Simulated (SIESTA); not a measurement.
# TiSi2 under changes of volume

One of the cells (14.162 Å³/atom); the others are scaled copies at fixed shape and fractional positions:

```
Ti Si
1.0
    -1.47287    1.71213    4.21208
     1.47287   -1.71213    4.21208
     1.47287    1.71213   -4.21208
Ti Si
1 2
Direct
  0.00000 0.00000 0.00000
  0.67008 0.67008 0.00000
  0.32992 0.32992 0.00000
```

The cell comes from a database or a generator and needn't be the stable form of this composition.

| Property | Result |
| --- | --- |
| Program | SIESTA 5.4.2 |
| Functional | LDA |
| Potentials or basis | PseudoDojo 0.4 standard (LDA files) |
| Basis | DZP (energy shift 0.003 Ry; two zetas on semicore shells) |
| Grid cutoff | 800 Ry |
| Energy shift | 0.003 Ry |
| k mesh | 12 × 12 × 12 |
| Occupations | fermi-dirac, width 0.05 eV |
| Spin | no spin polarisation |

| volume (Å³/atom) | energy over the lowest point (meV/atom) | pressure (GPa) | largest force (eV/Å) |
| --- | --- | --- | --- |
| 13.313 | 2.20 | 3.0 | 0.049 |
| 13.596 | 0.00 | -0.4 | 0.063 |
| 13.879 | 3.38 | -3.3 | 0.078 |
| 14.162 | 11.75 | -6.0 | 0.092 |
| 14.446 | 24.58 | -8.4 | 0.105 |
| 14.729 | ? | ? | ? |
| 15.012 | 61.81 | -12.4 | 0.133 |

What does the run at 14.729 Å³/atom give?

Energy over the lowest point 41.41 meV/atom; pressure -10.5 GPa; largest force 0.119 eV/Å.

Worked out: A Birch-Murnaghan fit of order 3 (a polynomial in V^(-2/3)) to the other rows has its minimum at 13.56 Å³/atom with B0 = V·E''(V) = 153 GPa and B' = 4.3 at fixed shape and positions, which overstates the stiffness. It gives 41.41 meV/atom at 14.729 Å³/atom, against the run's 41.41, and -dE/dV = -10.6 GPa, against -10.5.

Energies are extrapolated to zero smearing.

Caveats: the basis of atomic orbitals isn't converged, which shifts pressures, moduli and gaps.
